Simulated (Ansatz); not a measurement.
Mechanical response of ZrS₂ (P-3m1)

```xyz
3
Lattice="3.6276 0.0000 0.0000 -1.8138 3.1416 0.0000 0.0000 0.0000 5.8866" Properties=species:S:1:pos:R:3 pbc="T T T"
Zr    0.0000    0.0000    0.0000
S     1.8138    1.0472    4.4337
S     0.0000    2.0944    1.4530
```

The conventional cell has a = 3.628 Å, b = 3.628 Å, c = 5.887 Å, α = 90.00°, β = 90.00°, γ = 120.00°. Zr (atom 1) is surrounded by 6 S at 2.55 Å. S (atom 2) has 3 Zr at 2.55 Å as nearest neighbours.

Unless marked otherwise, the numbers come from PBEsol, all-electron LAPW in Ansatz 0.2.0, scalar-relativistic. k mesh 8×8×4, strains of ±0.008, fixed occupations, basis error target 0.5 meV/atom. The cell was relaxed by PAW under this functional, which moved its volume by -6 % from the database entry's. The structure is one entry of a database and needn't be the stable phase.

The cell is trigonal and carries a residual pressure of 0.04 GPa at this level. Each strain component that symmetry leaves independent is applied at ±0.008, the ions relax wherever a strain frees them, and the stress (tension positive, GPa) is read. Shears are engineering strains, γ = 2ε.

| strain | size | σxx | σyy | σzz | σyz | σxz | σxy |
| --- | --- | --- | --- | --- | --- | --- | --- |
| xx | -0.008 | -1.1419 | -0.2583 | -0.0247 | 0.0105 | 0.0000 | 0.0000 |
| xx | +0.008 | 0.9820 | 0.1443 | 0.0117 | -0.0097 | 0.0000 | 0.0000 |
| zz | -0.008 | -0.0779 | -0.0779 | -0.1901 | 0.0000 | 0.0000 | 0.0000 |
| zz | +0.008 | -0.0402 | -0.0402 | 0.1429 | 0.0000 | 0.0000 | 0.0000 |
| yz | -0.008 | -0.0461 | -0.0658 | -0.0104 | -0.0526 | 0.0000 | 0.0000 |
| yz | +0.008 | -0.0662 | -0.0456 | -0.0103 | 0.0502 | 0.0000 | 0.0000 |

A central difference gives one constant, for example C11 ≈ (0.9820 − (-1.1419))/(0.016) = 132.7 GPa; the program then imposes the crystal's symmetry on the whole matrix.

Task: What are the independent elastic constants?

Result: C11 = 132.7, C12 = 25.2, C13 = 2.3, C14 = -1.3, C33 = 20.8, C44 = 6.4 GPa.

Task: Is the crystal stable against homogeneous strain?

Result: The least eigenvalue of the 6×6 matrix is 6.4 GPa, so yes.

Task: What moduli does a random aggregate of grains have?

Result: Voigt and Reuss bounds: B from 17.2 to 38.4 and G from 11.9 to 30.4 GPa; their means are B = 27.8 and G = 21.2 GPa. Then E = 9BG/(3B + G) = 50.6 GPa, ν = (3B − 2G)/(6B + 2G) = 0.197 and B/G = 1.31, on the brittle side of Pugh's 1.75 (a rule of thumb, made for metals; it doesn't predict ductility here).

Task: With the density of 3.845 g/cm³, how fast does sound travel, and what Debye temperature follows?

Result: 

| direction | slow (m/s) | middle (m/s) | fast (m/s) |
| --- | --- | --- | --- |
| x | 1289 | 3741 | 5876 |
| y | 1292 | 3740 | 5876 |
| z | 1293 | 1293 | 2327 |

The mean of v⁻³ over directions and branches gives v_m = 2066 m/s and θ_D = (ħ/k_B) v_m (6π²n)^(1/3) = 218 K, n being atoms per volume. Young's modulus spans 17 to 128 GPa over directions, and the universal anisotropy index is 9.02.

Task: How far do the constants move if PAW replaces LAPW in the same cell?

Result: 

```csv
constant,LAPW (GPa),PAW (GPa),difference
C11,132.7,132.6,-0.1
C12,25.2,25.1,-0.1
C13,2.3,2.3,0.0
C14,-1.3,-1.3,0.0
C33,20.8,20.7,-0.1
C44,6.4,6.4,0.0
```

Task: How do the constants change if the ions are clamped to the homogeneous strain?

Result: Clamped values, with the change against relaxed ions: C11 = 182.8 (+50.1), C12 = 57.3 (+32.1), C13 = 68.0 (+65.7), C14 = -26.5 (-25.3), C33 = 125.6 (+104.8), C44 = 77.5 (+71.1) GPa.

Limits of these numbers: no dispersion correction, so the spacing and stiffness between layers or molecules are poor; the frozen-core PAW files of the compared runs were fitted under PBE, their cores solved anew for this functional.
